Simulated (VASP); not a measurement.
# SnO2: equation of state with LDA

Crystal: SnO2.

```
Sn O
1.0
     1.60865    0.92876    4.04014
    -1.60865    0.92876    4.04014
     0.00000   -1.85751    4.04014
Sn O
1 2
Direct
  0.50000 0.50000 0.50000
  0.75417 0.75417 0.75417
  0.24583 0.24583 0.24583
```

Measurements of this composition are mostly on another form, of space group No. 136.

* Program: VASP 6.6.1
* Task: equation of state
* Functional: LDA
* Potentials or basis: VASP PAW LDA potentials, release 64 (Sn_d, O)
* Cutoff: 520 eV
* k mesh: 8 × 8 × 8
* Occupations: gaussian, width 0.02 eV
* Spin: no spin polarisation

```yaml
Equilibrium_volume: 12.10 Å³/atom
Bulk_modulus_at_fixed_shape_and_positions: 193 GPa
Pressure_derivative_of_the_bulk_modulus: "4.7 (rough: it moves with the points fitted)"
```

Energy against volume, from the lowest point:
| volume (Å³/atom) | energy (meV/atom) |
| --- | --- |
| 11.589 | 14.05 |
| 11.831 | 3.72 |
| 12.072 | 0.00 |
| 12.314 | 2.16 |
| 12.555 | 9.59 |

All runs of the series together: 3.7 min on 1 thread of Intel(R) Xeon(R) Platinum 8259CL CPU @ 2.50GHz (Skylake/Cascade Lake), with other jobs on the host.

Caveat: the cell was scaled at fixed shape and fractional positions, which overstates the stiffness of a crystal with free parameters, most of all of layers and chains.
